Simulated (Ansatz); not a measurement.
PbS (Galena):

```xyz
2
Lattice="0.0000 2.9657 2.9657 2.9657 0.0000 2.9657 2.9657 2.9657 0.0000" Properties=species:S:1:pos:R:3 pbc="T T T"
Pb    0.0000    0.0000    0.0000
S     2.9657    2.9657    2.9657
```

Program: Ansatz 0.2.0. Alike in all runs: potentials or basis Ansatz PAW; no spin polarisation; cell as given; cutoff (eV) 420.

**Question.** Order these runs on this cell by their band gap on the k mesh, lowest first.
A. level PBE0; k mesh 4 × 4 × 4; smearing fermi-dirac 0.05 eV; points for each segment of the path 4; mesh quality coarse
B. level LDA; k mesh 8 × 8 × 8; smearing fixed; mesh quality not flagged
C. level HSE03; k mesh 4 × 4 × 4; smearing fermi-dirac 0.05 eV; points for each segment of the path 4; mesh quality coarse

**Answer.** B (0.23 eV), C (0.66 eV), A (1.41 eV).

Caveats: some runs use coarse meshes; spin-orbit coupling is left out, which as a rule narrows the gap of such compounds by several tenths of an eV; the gap is small at this level, which inflates the dielectric constant (some runs).

A k mesh can miss the band edges.

Runs at the PBE level aren't shown here.
